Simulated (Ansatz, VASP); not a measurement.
## GaAs in two plane-wave programs

Aim: how closely do two programs agree when they are given the same cell, functional and k mesh? The structure shown is the end of the Ansatz relaxation below.

Calculated with Ansatz 0.2.0; plane waves, with VASP 6.6.1 beside it; single point at PBEsol.

## 1. The structure

Symmetry: F-43m, No. 216, cubic system. Conventional cell: a = 5.659 Å, b = 5.659 Å, c = 5.659 Å, α = 90.00°, β = 90.00°, γ = 90.00°. As has 4 Ga at 2.45 Å nearest. Nearest to Ga lie 4 As at 2.45 Å. Farther neighbours are not listed.

## 2. Ansatz: relaxation, PBEsol

Ansatz runs on its PAW soft_1 files.

This run makes the geometry at which the two programs are then compared.

input.yaml reads:

```yaml
crystal:
  lattice:
    - [4.001727, 0.0, 0.0]
    - [-2.0008635, 3.465597241, 0.0]
    - [0.0, 0.0, 9.80219]
  atoms:
    - { symbol: As, position: [1.0, 1.0, 0.75] }
    - { symbol: As, position: [0.3333333, 0.6666667, 0.0833333] }
    - { symbol: As, position: [0.6666667, 0.3333333, 0.4166667] }
    - { symbol: Ga, position: [0.0, 0.0, 0.0] }
    - { symbol: Ga, position: [0.3333333, 0.6666667, 0.3333333] }
    - { symbol: Ga, position: [0.6666667, 0.3333333, 0.6666667] }
kpoints:
  mp_grid: { grid: [8, 8, 3] }
scf:
  occupations: { method: fermi_dirac, width: 0.02 }
hamiltonian:
  xc: pbesol
  pseudopotentials: { kind: paw, azcp: { folder: soft_1 }, xc_functional: pbe }
basis:
  ecutwfc: 600
output:
  forces: true
  stress: true
  write_density: true
  write_potential: true
  elf: true
  volumetric_format: npy
relax:
  f_tol: 0.005
  max_steps: 70
  cell: { stress_tol: 0.02, p_target: 0, fix: [a, b, alpha, beta, gamma] }
```

Run with:

```console
$ ansatz run input.yaml --threads 8 --pin off --max-ram 18432MiB --backend cpu --events-out ev --progress --plain --runs-dir out
```

Numbers of over 12 decimals in the logs are rounded to 6 here.

What it wrote:

```text
Engine: ansatz 0.2.0, aarch64-unknown-linux-gnu
Pseudopotentials: kind: paw
Pseudopotential: As, paw, valence charge 15, recommended cutoff 420 eV (normal), soft_1/As.paw.azcp
Pseudopotential: Ga, paw, valence charge 13, recommended cutoff 420 eV (normal), soft_1/Ga.paw.azcp
Functional definition: PBEsol
  exchange = pbesol_x
  correlation = pbesol_c
Crystal: 6 atoms, lattice volume = 135.940 Å³
Basis set: ecut = 600 eV, 4461 PW (Γ), exchange–correlation on 64×64×160 points (8 copies of the dense FFT grid, shifted against one another)
Bands: 51, of which v1, the nominal top of the filled ones, is band 42 counted from 1 (41 counted from 0)
Symmetry: 18 space group operations
Space group: F-43m (ITA 216), of the structure as read, at distance tolerance 5.1e-5 Å
k-points: 25 of 192 (time reversal used)
Non-local potential: As, projectors of the file, l = 0: 2, l = 1: 2, l = 2: 3, l = 3: 1
Non-local potential: Ga, projectors of the file, l = 0: 2, l = 1: 2, l = 2: 3, l = 3: 1
PAW form: soft (Blöchl's): semilocal exchange-correlation on the pseudo side does not see the compensation charge
PAW frozen core: As, regenerated for the run's functional, and the local potential with it (the file was generated under x = pbe(κ = 0.804, μ = 0.219515), c = pbe(β = 0.066725))
PAW frozen core: Ga, regenerated for the run's functional, and the local potential with it (the file was generated under x = pbe(κ = 0.804, μ = 0.219515), c = pbe(β = 0.066725))
PAW one-centre angular grid: As, 590 points (default); XC on 64 Gauss nodes
PAW one-centre angular grid: Ga, 590 points (default); XC on 64 Gauss nodes
Initial density: superposition of atomic densities (chi_scale 0.1, normalization cell, long waves kept (reshape's long-wave potential 0.00 eV rms))
Initial wavefunctions: pseudopotential atomic-orbital guess
Functional: x = pbesol(κ = 0.804, μ = 0.123457), c = pbesol(β = 0.046)
SCF iter   1: F=—  HF=-25670.948962 eV  |F-HF|=—  |Δ(HF+E_count)|=         —  Δρ=4.30e-2  dr2=1.40e0  ethr=3.10e-3  ⟨swp⟩=6.1  Hψ=4258  notcnv=0
preconditioner: auto → Resta (q_TF=auto, 2.518 Å⁻¹)  ε∞=3.5  [insulator: Δε(μ)=0.475 eV  Ē_g=14.848 eV  σ=0.020 eV  W_gap=1.00  n_scr=36 (ndim 8)  ℏωp=23.4 eV  f_vac=0.001  D(μ)=0.00/eV (n_scr^D=0)  ε∞_Penn≈3.5]
SCF iter   2: F=—  HF=-25670.735698 eV  |F-HF|=—  |Δ(HF+E_count)|=   2.13e-1  Δρ=2.35e-2  dr2=4.91e-1  ethr=1.66e-3  ⟨swp⟩=2.0  Hψ=1609  notcnv=0  defer=91
SCF iter   3: F=—  HF=-25670.613887 eV  |F-HF|=—  |Δ(HF+E_count)|=   1.22e-1  Δρ=2.55e-3  dr2=1.23e-2  ethr=5.84e-4  ⟨swp⟩=3.0  Hψ=1993  notcnv=0  defer=91
SCF iter   4: F=—  HF=-25670.607175 eV  |F-HF|=—  |Δ(HF+E_count)|=   6.71e-3  Δρ=1.90e-3  dr2=4.07e-3  ethr=1.46e-5  ⟨swp⟩=2.1  Hψ=1996  notcnv=0  defer=91
SCF iter   5: F=—  HF=-25670.609027 eV  |F-HF|=—  |Δ(HF+E_count)|=   1.85e-3  Δρ=6.77e-4  dr2=6.36e-4  ethr=4.84e-6  ⟨swp⟩=2.0  Hψ=1988  notcnv=0  defer=91
SCF iter   6: F=—  HF=-25670.609255 eV  |F-HF|=—  |Δ(HF+E_count)|=   2.28e-4  Δρ=2.48e-4  dr2=6.21e-5  ethr=7.57e-7  ⟨swp⟩=2.0  Hψ=2234  notcnv=0  defer=91
SCF iter   7: F=—  HF=-25670.609272 eV  |F-HF|=—  |Δ(HF+E_count)|=   1.72e-5  Δρ=3.85e-5  dr2=1.37e-6  ethr=7.39e-8  ⟨swp⟩=2.0  Hψ=2228  notcnv=0  defer=91
SCF iter   8: F=—  HF=-25670.609277 eV  |F-HF|=—  |Δ(HF+E_count)|=   4.54e-6  Δρ=1.50e-5  dr2=1.84e-7  ethr=1.63e-9  ⟨swp⟩=2.0  Hψ=2234  notcnv=0  defer=91
SCF iter   9: F=-25670.609277 eV  HF=-25670.609277 eV  |F-HF|=5.69e-9  |Δ(HF+E_count)|=   2.04e-7  Δρ=1.38e-6  dr2=2.91e-9  ethr=1.19e-10  ⟨swp⟩=8.0  Hψ=7124  notcnv=0
SCF 1 converged in 9 iterations: F = -25670.609277 eV  dr2 = 2.91e-9
  greatest PAW one-centre occupation: 0.999 electrons in one spin orbital (limit 2), on the As atom at site 2 (counted from 0), in its partial waves of l = 2
relax step   1: F+E_penalty+E_count = -25670.60927680 eV  Δ(F+E_penalty+E_count) = +0.000e0 eV  max|allowed force component| = 6.289e-4 eV/Å  Δτ_max = 0.0000 Å  P = -0.002 GPa  Ω = 135.940 Å³  fix = [a, b, alpha, beta, gamma]  reactions: a +0.014, b +0.014 GPa  (9 SCF iters, dr2 threshold 1.00e-7 eV, accepted)
[...]
relax step   2: F+E_penalty+E_count = -25670.60928072 eV  Δ(F+E_penalty+E_count) = -3.923e-6 eV  max|allowed force component| = 6.485e-4 eV/Å  Δτ_max = 0.0002 Å  P = +0.017 GPa  Ω = 135.905 Å³  energy of the carried Pulay correction = +4.452e-7 eV  fix = [a, b, alpha, beta, gamma]  reactions: a +0.024, b +0.024 GPa  (5 SCF iters, dr2 threshold 2.61e-9 eV, accepted)
[...]
relax step   3: F+E_penalty+E_count = -25670.60928020 eV  Δ(F+E_penalty+E_count) = +5.216e-7 eV  max|allowed force component| = 6.484e-4 eV/Å  Δτ_max = 0.0000 Å  P = +0.017 GPa  Ω = 135.905 Å³  fix = [a, b, alpha, beta, gamma]  reactions: a +0.024, b +0.024 GPa  stress off target by 9.27e-4 GPa on what of the cell is left free  SCF on the basis re-selected at this cell (its energy is not comparable with the rows above)  (5 SCF iters)
basis re-selected at this cell: Δ(F+E_penalty+E_count) = +5.216e-7 eV, ΔP = -0.000 GPa vs the last step (what re-selecting the basis moved, of the pressure what is left beyond the Pulay correction that the steps carried, after the strain that the cell walked since its last selection, with what the two solves' SCF thresholds leave and, on support functions, any second-order correction that the steps lacked; it is no m [...]
SCF converged after 5 iterations
Free energy (F): -25670.609280 eV
Harris-Foulkes:  -25670.609280 eV  (|F-HF|=7.28e-12)
Internal energy: -25670.609280 eV  (E = F + TS)
E sigma→0 (E₀):  -25670.609280 eV
Entropy (-TS):   -0.000000 eV (-0.000 meV/atom)
Fermi energy:    7.978918 eV
--- Per-component energies (eV) ---
  E_band       = -973.316540
  E_kinetic    = 629.143958
  E_local      = -10993.105685  (includes V_loc(G=0)·N_el)
  E_nonlocal   = -1451.317254
  E_hartree    = 6396.986342
  E_xc         = -398.617236
  E_vxc        = -389.602421  (∫ρ·V_xc dr)
  E_paw        = -11770.305392  (= ΣΔE_a)
  E_vpaw       = -1562.408108  (= ΣTr[D̂ρ^β])
  E_aug_tail   = -0.000002  (compensation charges beyond the density's cutoff)
  E_ewald      = -8088.882241
  E_core_change = 5.488228  (= ΣΔE_core)
  E_smearing   = -0.000000  (= −TS)
  E_closure    = -0.000000  (closes the sum)
  Σ components = -25670.609280   (vs F -25670.609280, Δ=0.00e0)
--- Forces (eV/Å), atoms counted from 1 ---
  atom   1  As     0.00000000     0.00000000     0.00064842
  atom   2  As     0.00000000     0.00000000     0.00064842
  atom   3  As    -0.00000000     0.00000000     0.00064842
  atom   4  Ga    -0.00000000     0.00000000    -0.00064845
  atom   5  Ga    -0.00000000     0.00000000    -0.00064845
  atom   6  Ga    -0.00000000     0.00000000    -0.00064845
  max |Σ_I F_I| component: 1.01e-7 eV/Å
--- Stress (GPa, compression-positive) ---
        0.024401      -0.000000      -0.000000
       -0.000000       0.024401       0.000000
       -0.000000       0.000000       0.000927
  P = ⅓ Tr σ = 0.0166 GPa (0.166 kbar)
--- Band table (eV; the first three rows and the last of 25) ---
  k-point 0: bands = [... 38 lower, 6.8275, 7.7545, 7.7545, 7.7569, 8.1805, 8.8940, 8.8940, 11.4554, ... 5 higher]
  k-point 1: bands = [... 38 lower, 7.1722, 7.1722, 7.5620, 7.5620, 8.7004, 9.2118, 9.2276, 11.7398, ... 5 higher]
  k-point 2: bands = [... 38 lower, 6.3132, 6.8679, 7.4110, 7.5186, 9.4114, 9.9235, 9.9431, 11.3703, ... 5 higher]
  k-point 24: bands = [... 38 lower, 4.3838, 5.1392, 5.2617, 5.9063, 10.4093, 10.4866, 11.3848, 12.3210, ... 5 higher]
--- Relaxed structure (2 steps of the walk, 2 accepted, 1 SCFs on fresh bases) ---
  F+E_penalty+E_count = -25670.60928020 eV   max|allowed force component| = 6.484e-4 eV/Å   (the final SCF, on the basis selected at the relaxed cell)
  cell:  # Å, volume = 135.9049 Å³
    - [4.001727, 0, 0]
    - [-2.000863, 3.465597, 0]
    - [0, 0, 9.799626]
  atoms:
    - { symbol: As, position: [1.000000, 1.000000, 0.749981] }
    - { symbol: As, position: [0.333333, 0.666667, 0.083314] }
    - { symbol: As, position: [0.666667, 0.333333, 0.416647] }
    - { symbol: Ga, position: [0, 0, 1.9246372714213315e-5] }
    - { symbol: Ga, position: [0.333333, 0.666667, 0.333353] }
    - { symbol: Ga, position: [0.666667, 0.333333, 0.666686] }
```

## 3. VASP: single point, PBEsol, pair 1

The same cell, functional, mesh and smearing now go to VASP, with its own data sets.

Lines of VASP's logs that name or quote its potential files are left out, and so is its time.

INCAR reads:

```
SYSTEM = GaAs
PREC = Accurate
ENCUT = 500
EDIFF = 1E-06
NELM = 120
ISMEAR = -1
SIGMA = 0.02
LREAL = .FALSE.
ALGO = Normal
GGA = PS
NBANDS = 33
LORBIT = 11
LWAVE = .FALSE.
LCHARG = .FALSE.
ISIF = 2
LASPH = .TRUE.
GGA_COMPAT = .FALSE.
EFERMI = MIDGAP
KPAR = 2
```

POSCAR reads:

```
GaAs
1.0
    4.0017270000      0.0000000000      0.0000000000
   -2.0008635000      3.4655972410      0.0000000000
    0.0000000000      0.0000000000      9.7996255492
As Ga
3 3
Direct
    0.0000000000      0.0000000000      0.7499807536
    0.3333333333      0.6666666667      0.0833140870
    0.6666666667      0.3333333333      0.4166474203
    0.0000000000      0.0000000000      0.0000192464
    0.3333333333      0.6666666667      0.3333525797
    0.6666666667      0.3333333333      0.6666859130
```

KPOINTS reads:

```
Automatic mesh
0
Gamma
8 8 3
0 0 0
```

PAW data sets: As and Ga_d (PBE family, release 64).

Run with:

```console
$ mpirun -np 2 vasp_std
```

What it wrote:

```text
[banner, memory and clock lines left out]
running    2 mpi-ranks, on    1 nodes
 distrk:  each k-point on    1 cores,    2 groups
 distr:  one band on    1 cores,    1 groups

 POSCAR found type information on POSCAR AsGa
 POSCAR found :  2 types and       6 ions
|                                                                             |
|               ----> ADVICE to this user running VASP <----                  |
|                                                                             |
|     You enforced a specific xc type in the INCAR file but a different       |
|     [... a line on the potential file left out ...]
|     I HOPE YOU KNOW WHAT YOU ARE DOING!                                     |
|                                                                             |

 LDA part: xc-table for (Slater+PW92), standard interpolation
 POSCAR, INCAR and KPOINTS ok, starting setup
 FFT: planning ... GRIDC
 FFT: planning ... GRID_SOFT
 FFT: planning ... GRID
 WAVECAR not read
 entering main loop
       N       E                     dE             d eps       ncg     rms          rms(c)
DAV:   1     0.394906384841E+03    0.39491E+03   -0.25126E+04  1770   0.225E+03
DAV:   2     0.263809678111E+02   -0.36853E+03   -0.36006E+03  1770   0.509E+02
DAV:   3    -0.256125854696E+02   -0.51994E+02   -0.51135E+02  1968   0.150E+02
DAV:   4    -0.278139448511E+02   -0.22014E+01   -0.21947E+01  2000   0.322E+01
DAV:   5    -0.278630932672E+02   -0.49148E-01   -0.49100E-01  1967   0.466E+00    0.510E+00
DAV:   6    -0.273636809896E+02    0.49941E+00   -0.91635E-01  2358   0.133E+01    0.289E+00
DAV:   7    -0.272722519715E+02    0.91429E-01   -0.43393E-01  2127   0.370E+00    0.804E-01
DAV:   8    -0.272691294755E+02    0.31225E-02   -0.79422E-02  1992   0.337E+00    0.205E-01
DAV:   9    -0.272691720882E+02   -0.42613E-04   -0.92266E-03  2199   0.145E+00    0.780E-02
DAV:  10    -0.272692183240E+02   -0.46236E-04   -0.11760E-03  1986   0.299E-01    0.333E-02
DAV:  11    -0.272693129469E+02   -0.94623E-04   -0.27897E-04  2230   0.114E-01    0.149E-02
DAV:  12    -0.272693101438E+02    0.28030E-05   -0.37546E-05  2025   0.609E-02    0.997E-03
DAV:  13    -0.272693126643E+02   -0.25205E-05   -0.23115E-05  1724   0.163E-02    0.121E-02
DAV:  14    -0.272693100391E+02    0.26253E-05   -0.81196E-06  1671   0.132E-02    0.195E-03
DAV:  15    -0.272693101015E+02   -0.62409E-07   -0.55353E-07  1072   0.356E-03
   1 F= -.27269310E+02 E0= -.27269310E+02  d E =-.159832E-06
```

OUTCAR, selected parts (step 3):

```text
ion  position               nearest neighbor table
   1  0.000  0.000  0.750-   4 2.45   6 2.45   6 2.45   6 2.45
   2  0.333  0.667  0.083-   5 2.45   4 2.45   4 2.45   4 2.45
   3  0.667  0.333  0.417-   6 2.45   5 2.45   5 2.45   5 2.45
   4  0.000  0.000  0.000-   1 2.45   2 2.45   2 2.45   2 2.45
   5  0.333  0.667  0.333-   2 2.45   3 2.45   3 2.45   3 2.45
   6  0.667  0.333  0.667-   3 2.45   1 2.45   1 2.45   1 2.45

  LATTYP: Found a hexagonal cell.
 ALAT       =     4.0017270000
 C/A-ratio  =     2.4488490967

 Subroutine GETGRP returns: Found  6 space group operations
 (whereof  6 operations were pure point group operations)

The static configuration has the point symmetry C_3v.

 Found     25 irreducible k-points:

   k-points           NKPTS =     25   k-points in BZ     NKDIM =     25   number of bands    NBANDS=     33

   dimension x,y,z NGX =    30 NGY =   30 NGZ =   72
   dimension x,y,z NGXF=    60 NGYF=   60 NGZF=  144

   ENCUT  =  500.0 eV  36.75 Ry    6.06 a.u.   7.30  7.30 17.87*2*pi/ulx,y,z

   NELECT =      54.0000    total number of electrons

 k-points in reciprocal lattice and weights: Automatic mesh
   0.00000000  0.00000000  0.00000000       0.005
   0.12500000  0.00000000  0.00000000       0.031
   0.25000000  0.00000000  0.00000000       0.031
   0.37500000  0.00000000  0.00000000       0.031
   0.50000000  0.00000000  0.00000000       0.016
   0.12500000  0.12500000  0.00000000       0.031
   0.25000000  0.12500000  0.00000000       0.062
   0.37500000  0.12500000  0.00000000       0.062
   0.25000000  0.25000000  0.00000000       0.031
[...]
0.25000000  0.25000000  0.33333333       0.062
   0.37500000  0.25000000  0.33333333       0.062

 average (electrostatic) potential at core
       1 -50.2366       2 -50.2366       3 -50.2366       4 -66.2490       5 -66.2490
       6 -66.2490

 E-fermi :   4.0081

 k-point     1 :       0.0000    0.0000    0.0000
  band No.  band energies     occupation
    ...
     23       2.8486      2.00000
     24       2.8486      2.00000
     25       3.7784      1.99998
     26       3.7784      1.99998
     27       3.7808      1.99998
     28       4.2149      0.00006
     29       4.9163      0.00000
     30       4.9163      0.00000
     31       7.4681      0.00000
     32       7.4681      0.00000
    ...

 k-point     2 :       0.1250    0.0000    0.0000
  band No.  band energies     occupation
    ...
     23       1.9926      2.00000
     24       2.3329      2.00000
     25       2.8891      2.00000
     26       3.4335      2.00000
     27       3.5417      2.00000
     28       5.4411      0.00000
     29       5.9469      0.00000
     30       5.9658      0.00000
     31       7.3845      0.00000
     32       7.8809      0.00000
    ...

 k-point     3 :       0.2500    0.0000    0.0000
  band No.  band energies     occupation
    ...
     23       1.0444      2.00000
     24       1.7056      2.00000
     25       2.5539      2.00000
     26       2.8131      2.00000
     27       2.8750      2.00000
     28       5.8583      0.00000
     29       5.8592      0.00000
     30       6.4435      0.00000
     31       7.3849      0.00000
     32       7.5705      0.00000
    ...

  Total        0.1297902      0.1297902      0.1084013      0.0000000      0.0000000      0.0000000
  in kB        1.5300922      1.5300922      1.2779389      0.0000000      0.0000000      0.0000000
  external PRESSURE =       1.4460411 kB  Pullay stress =       0.0000000 kB

  energy-cutoff  :      500.00
  volume of cell :      135.90
      direct lattice vectors                 reciprocal lattice vectors
     4.001727000  0.000000000  0.000000000     0.249892109  0.144275276  0.000000000
    -2.000863500  3.465597241  0.000000000     0.000000000  0.288550553  0.000000000
     0.000000000  0.000000000  9.799625549     0.000000000  0.000000000  0.102044715

 POSITION                                       TOTAL-FORCE (eV/Angst)
 -----------------------------------------------------------------------------------
      0.00000      0.00000      7.34953        -0.000000      0.000000      0.000782
     -0.00000      2.31040      0.81645         0.000000     -0.000000      0.000782
      2.00086      1.15520      4.08299        -0.000000      0.000000      0.000782
      0.00000      0.00000      0.00019        -0.000000     -0.000000     -0.000782
     -0.00000      2.31040      3.26673        -0.000000      0.000000     -0.000782
      2.00086      1.15520      6.53327         0.000000      0.000000     -0.000782
 -----------------------------------------------------------------------------------
    total drift:                                0.000001      0.000000     -0.000456

  FREE ENERGIE OF THE ION-ELECTRON SYSTEM (eV)
  ---------------------------------------------------
  free  energy   TOTEN  =       -27.2693101015 eV

  energy  without entropy=      -27.2693099416  energy(sigma->0) =      -27.26931002

 total charge
# of ion       s       p       d       tot
------------------------------------------
    1        1.212   1.588   0.031   2.831
    2        1.212   1.588   0.031   2.831
    3        1.212   1.588   0.031   2.831
    4        0.883   0.800   9.994  11.677
    5        0.883   0.800   9.994  11.677
    6        0.883   0.800   9.994  11.677
--------------------------------------------------
tot          6.287   7.165  30.075  43.527

[... 3 further parts left out ...]
```

The gap is read on the k-mesh alone, so it is an upper bound where the band edges lie off the mesh.

## 4. Side by side

Known differences besides the potentials themselves: the data sets hold 84 valence electrons in Ansatz (on its PAW soft_1 files) and 54 in VASP; the cutoff is 600 eV in Ansatz and 500 eV in VASP; Ansatz makes its cores anew for this functional, VASP keeps those of its PBE data sets; Ansatz's pressure holds a Pulay correction, VASP's none. Total energies have different zeros and are not compared.

The two programs side by side:

| quantity | Ansatz | VASP | difference |
| --- | --- | --- | --- |
| pressure (GPa) | 0.02 | 0.14 | -0.13 |
| gap on the k mesh (eV) | 0.424 | 0.434 | -0.010 |

A gap on the mesh is an upper bound, since the band edges may lie between its points.

## 5. Ansatz: relaxation, PBEsol

This run makes the geometry at which the two programs are then compared. The cell compared in this pair holds 129.71 Å³, against 135.90 Å³ for the pair before.

The structure compared here is the end of the Ansatz relaxation.

Changes to input.yaml since step 2:

```diff
@@ -2,5 +2,5 @@
   lattice:
-    - [4.001727, 0.0, 0.0]
-    - [-2.0008635, 3.465597241, 0.0]
-    - [0.0, 0.0, 9.80219]
+    - [3.88167519, 0.0, 0.0]
+    - [-1.940837595, 3.3616293238, 0.0]
+    - [0.0, 0.0, 9.97862942]
   atoms:
```

Run with:

```console
$ ansatz run input.yaml --threads 8 --pin off --max-ram 18432MiB --backend cpu --events-out ev --progress --plain --runs-dir out
```

What it wrote:

```text
[...]
Crystal: 6 atoms, lattice volume = 130.209 Å³
Basis set: ecut = 600 eV, 4401 PW (Γ), exchange–correlation on 64×64×160 points (8 copies of the dense FFT grid, shifted against one another)
Bands: 51, of which v1, the nominal top of the filled ones, is band 42 counted from 1 (41 counted from 0)
Symmetry: 18 space group operations
[...]
- [3.881675, 0, 0]
    - [-1.940838, 3.361629, 0]
    - [0, 0, 9.940507]
  atoms:
    - { symbol: As, position: [1.0, 1.000000, 0.752185] }
    - { symbol: As, position: [0.333333, 0.666667, 0.085518] }
    - { symbol: As, position: [0.666667, 0.333333, 0.418851] }
    - { symbol: Ga, position: [-8.400284442889934e-19, -2.400081269397124e-19, -0.00218482] }
    - { symbol: Ga, position: [0.333333, 0.666667, 0.331149] }
    - { symbol: Ga, position: [0.666667, 0.333333, 0.664482] }
[key lines of the parts left out:]
SCF converged after 6 iterations
Free energy (F): -25670.476645 eV
Fermi energy:    8.817910 eV
P = ⅓ Tr σ = 3.6372 GPa (36.372 kbar)
```

(Continued in part 2 of 2.)

[Lines on the potential files, build, host, timing and source positions are cut from VASP's logs without a mark.]

[Logs are printed without paths, hosts, clocks, repeated set-up lines and the standing remarks that a program may print on its own settings, such as how far it seeks lower states.]

[Hosts, paths, dates, database ids (printed as entryN), source tags and the programs' standing remarks are cut or masked in the printed files.]
